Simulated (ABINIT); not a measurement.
## ZrC in ABINIT: the effect of potentials

ZrC:

```
Zr C
1.0
     0.00000    2.36500    2.36500
     2.36500    0.00000    2.36500
     2.36500    2.36500    0.00000
Zr C
1 1
Direct
  0.50000 0.50000 0.50000
  0.00000 0.00000 0.00000
```

Alike in all runs:

```yaml
Program: ABINIT 10.8.3 (patched build)
Task: single point
Functional: r2SCAN
k_mesh: 10 × 10 × 10
Occupations: fermi-dirac, width 0.05 eV
Spin: no spin polarisation
```

```csv
potentials,cutoff,pressure (GPa)
"Ansatz PAW PBE default generated set, frozen core",490 eV,-2.8
JTH PAW PBE v2.0,626 eV,?
Ansatz NC r2SCAN,1442 eV,-2.6
SG15 NC PBE v1.2,1306 eV,-2.7
PseudoDojo NC SR PBE v0.4.1 standard,1333 eV,-3.2
```

**Question.** What does the run with potentials JTH PAW PBE v2.0 give?

**Answer.** Pressure -1.3 GPa.

Caveats: the PAW data sets were made with another functional, which shifts forces and pressure a little (some runs); the potentials were made for another functional, which shifts forces and pressure (some runs); the atomic spheres overlap (some runs); a meta-GGA on potentials with a model core is unreliable (some runs).

Runs at the PBE level aren't shown here.
